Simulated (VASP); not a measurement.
The system is MgZn2O3.

```
Mg Zn O
1.0
     3.15186    0.00000    0.00000
     0.00000    3.15186    0.00000
     0.00000    0.00000    6.87865
Mg Zn O
1 2 3
Direct
  0.50000 0.50000 0.00000
  0.50000 0.00000 0.73918
  0.00000 0.50000 0.26082
  0.50000 0.00000 0.38228
  0.00000 0.50000 0.61772
  0.00000 0.00000 0.00000
```

The cell was built by a generator and needn't be a form met in nature.

* Program: VASP 6.6.1
* Task: relaxation of cell and atoms
* Functional: PBE
* Potentials or basis: VASP PAW PBE potentials, release 64 (Mg, Zn, O)
* Cutoff: 520 eV
* k mesh: 4 × 4 × 2
* Occupations: gaussian, width 0.15 eV
* Spin: no spin polarisation

At the start: pressure -7.0 GPa; volume 11.39 Å³/atom.

Q: How do energy, volume and symmetry change on relaxing?

A: Over 13 steps the energy falls by 938.1 meV/atom and the volume is 11.47 Å³/atom (+0.7 %); space group P-4m2 (No. 115, to 0.05 Å).

Step by step:
| step | energy change (eV) | largest force (eV/Å) | pressure (GPa) | volume (Å³) |
| --- | --- | --- | --- | --- |
| 1 | 0.0000 | 5.9844 | -6.97 | 68.33 |
| 2 | -3.9415 | 3.1027 | -4.40 | 63.46 |
| 3 | -5.1032 | 1.0429 | 7.01 | 60.01 |
| 4 | -5.1508 | 0.5513 | 10.85 | 59.10 |
| 5 | -5.4057 | 0.5391 | -3.32 | 65.62 |
| 6 | -5.4059 | 0.5281 | -2.82 | 65.32 |
| 7 | -5.5510 | 0.4330 | -0.26 | 66.26 |
| 8 | -5.5909 | 0.3716 | 2.56 | 67.02 |
| 9 | -5.6071 | 0.2868 | -2.10 | 70.04 |
| 10 | -5.6104 | 0.3158 | -1.15 | 69.01 |
| 11 | -5.6256 | 0.1749 | -0.05 | 68.91 |
| 12 | -5.6272 | 0.0833 | 0.59 | 68.79 |
| 13 | -5.6288 | 0.0183 | -0.04 | 68.83 |

Final structure:
```xyz
6
Lattice="2.9005 0.0000 0.0000 0.0000 2.9005 0.0000 0.0000 0.0000 8.1820" Properties=species:S:1:pos:R:3 pbc="T T T"
Mg    1.4502    1.4502    0.0000
Zn    1.4502    0.0000    5.2053
Zn    0.0000    1.4502    2.9766
O     1.4502    0.0000    2.9491
O     2.9005    1.4502    5.2329
O     0.0000    0.0000    0.0000
```

Caveat: the k mesh is coarse (spacing up to 0.50 Å⁻¹), so the values aren't converged.
